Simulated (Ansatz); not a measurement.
Runs of Ansatz 0.2.0 on Zn. The structure is cubic, space group Fm-3m (No. 225). The conventional cell has a = 3.930 Å, b = 3.930 Å, c = 3.930 Å, α = 90.00°, β = 90.00°, γ = 90.00°. Zn (site symmetry m-3m) is surrounded by 12 Zn at 2.78 Å. This isn't the form of Zn at room conditions, which is hcp.

```tsv
task	level	cell	k mesh	atoms under strain	gap on the mesh (eV)	pressure (GPa)
elastic constants	PBEsol	as given	9 × 9 × 9	relaxed	none	(a)
single point	PBE	strained by -4 %	12 × 12 × 12	-	none	0.0
phonons	PBEsol	as given	9 × 9 × 9	-	none	-
single point	PBE	strained by -1 %	12 × 12 × 12	-	none	-0.1
single point	PBE	strained by -2 %	12 × 12 × 12	-	none	-0.1
```

Alike in all rows: potentials or basis Ansatz PAW; no spin polarisation; cutoff (eV) 420; smearing fermi-dirac 0.05 eV.

**Question.** Fill in the values left out.

**Answer.** (a) -4.9.

Caveats: the PAW data sets come from PBE, with cores solved anew for the run's functional, which leaves a small shift of forces and pressure (some runs); the cell is more than 3 GPa from zero pressure, which shifts response properties (some runs); the elastic tensor has a negative eigenvalue, so either the cell is unstable as it stands or the mesh is too thin (some runs).

A gap of «none» marks a metal or a gap under the smearing width.
